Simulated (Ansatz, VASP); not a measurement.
**I in VASP and in Ansatz**

```
I
1.0
     0.00000    2.36560    3.90984
     2.19225    0.00000    3.90984
     2.19225    2.36560    0.00000
I
1
Direct
  0.00000 0.00000 0.00000
```

Alike in both runs: task single point; functional PBE; k mesh 6 × 6 × 6; no spin polarisation.

```csv
,VASP,Ansatz
version,VASP 6.6.1,Ansatz 0.2.0
potentials or method,"VASP PAW PBE potentials, release 64 (I)","scalar-relativistic, plane waves, PAW"
plane-wave cutoff (eV),520,420
occupations,"gaussian, width 0.1 eV",gaussian
valence electrons in the cell,7,17
```

Ansatz gave:

* gap on the k mesh at the Fermi level (eV): none
* pressure (GPa): 0.6
* largest component of the traceless stress (GPa): 0.23

**Question.** What did VASP give for the same quantities?

**Answer.** gap on the k mesh at the Fermi level (eV): none; pressure (GPa): 0.6; largest component of the traceless stress (GPa): 0.27.

A gap of «none» marks a metal or a gap that the smearing closes. The two sets of potentials don't hold the same shells in valence.

Caveats: an odd number of electrons without spin polarisation forces a metal; a magnetic or distorted state may lie lower. The runs have no spin-orbit coupling, so splittings on I are missing.
